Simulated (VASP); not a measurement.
A run of VASP 6.6.1:

File INCAR:

```
PREC = Accurate
ENCUT = 600
EDIFF = 1E-6
ISMEAR = -1
SIGMA = 0.05
LREAL = F
LASPH = T
NELM = 80
ALGO = Fast
ISIF = 3
LWAVE = F
LCHARG = F
MAGMOM = 0 0 0
LORBIT = 11
LSORBIT = T
GGA_COMPAT = F
LMAXMIX = 4
GGA = CA
IBRION = 2
NSW = 60
EDIFFG = -0.01
```

Contents of KPOINTS:

```
Automatic mesh
0
Gamma
  7 7 7
```

The input POSCAR:

```
Nb
1.0
    2.7196400000      0.0000000000      0.0000000000
    0.0000000000      2.7196400000      0.0000000000
    0.0000000000      0.0000000000      2.7196400000
Nb
1
Direct
    0.5000000000      0.5000000000      0.5000000000
```

Potentials or basis: VASP PAW LDA potentials, release 64 (Nb_sv).

Run with:

```console
$ cat potpaw_LDA.64/Nb_sv/POTCAR > POTCAR
$ mpirun -np 1 vasp_ncl > vasp.out
```

Hardware: 1 thread of Intel(R) Xeon(R) 6975P-C (Granite Rapids), with other jobs on the host.

**Question.** Estimate the wall time of this run.

**Answer.** It took 86 s on 1 thread of Intel(R) Xeon(R) 6975P-C (Granite Rapids), with other jobs on the host, peak memory 0.19 GiB. Counts: scf iterations 129, k points 20, ion steps 6.
